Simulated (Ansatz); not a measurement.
## CsPbI3: biaxial strain +4.76 %, plane normal [001], relaxed out of plane

Consider CsPbI₃ in the cubic perovskite structure (space group Pm-3m, No. 221; a = 6.3327 Å). Axes: x, y, z lie along the cube axes.

Perturbation: biaxial strain +4.76 %, plane normal [001], relaxed out of plane (Cartesian); in-plane vectors clamped, the third vector and the atoms free.

Calculations: Kohn–Sham DFT with the r2SCAN functional, run in Ansatz (a first-principles code) with PAW and 500 eV plane waves, no SOC. k-mesh 5×5×5 (Γ-centred); smearing 0.05 eV (Fermi–Dirac).

```json
[
 {"quantity": "volume per atom", "base": "50.79 Å³", "changed": "55.12 Å³", "shift": "+4.33 Å³"},
 {"quantity": "space group", "base": "Pm-3m (No. 221)", "changed": "P4/mmm (No. 123)", "shift": "–"},
 {"quantity": "shortest interatomic distance", "base": "3.166 Å", "changed": "3.131 Å", "shift": "-0.035 Å"},
 {"quantity": "energy relative to the base (free energy F)", "base": "0 meV/atom", "changed": "+26 meV/atom", "shift": "+26 meV/atom"},
 {"quantity": "pressure (mean of the normal stresses, compression positive)", "base": "0.00 GPa", "changed": "-1.01 GPa", "shift": "-1.01 GPa"},
 {"quantity": "band gap", "base": "1.70 eV", "changed": "1.79 eV", "shift": "+0.084 eV"},
 {"quantity": "gap character", "base": "–", "changed": "direct at A", "shift": "–"},
 {"quantity": "hole mass", "base": "0.15 mₑ (at R)", "changed": "0.12 mₑ out of plane, 0.24 mₑ in plane (at R)", "shift": "–"},
 {"quantity": "out-of-plane strain", "base": "–", "changed": "-1.11 %", "shift": "–"},
 {"quantity": "ratio −ε⊥/ε∥", "base": "–", "changed": "0.23", "shift": "–"},
 {"quantity": "mean in-plane stress (compression positive)", "base": "–", "changed": "-1.5 GPa", "shift": "–"}
]
```

Cost of the whole job for the changed cell (relaxation, final SCF and bands): very roughly 5 core-minutes.

With I and Pb present, leaving out spin-orbit coupling can change the band edges. Effective masses come from finite differences of ±0.01 Å⁻¹. Whether these cells are dynamically stable was not tested. Many cubic perovskites are stable only at high temperature; tilts and polar distortions were not tested. This is not the structure that CsPbI3 has at room temperature and ambient pressure. Labels are those of the standard path for the cell's own space group.
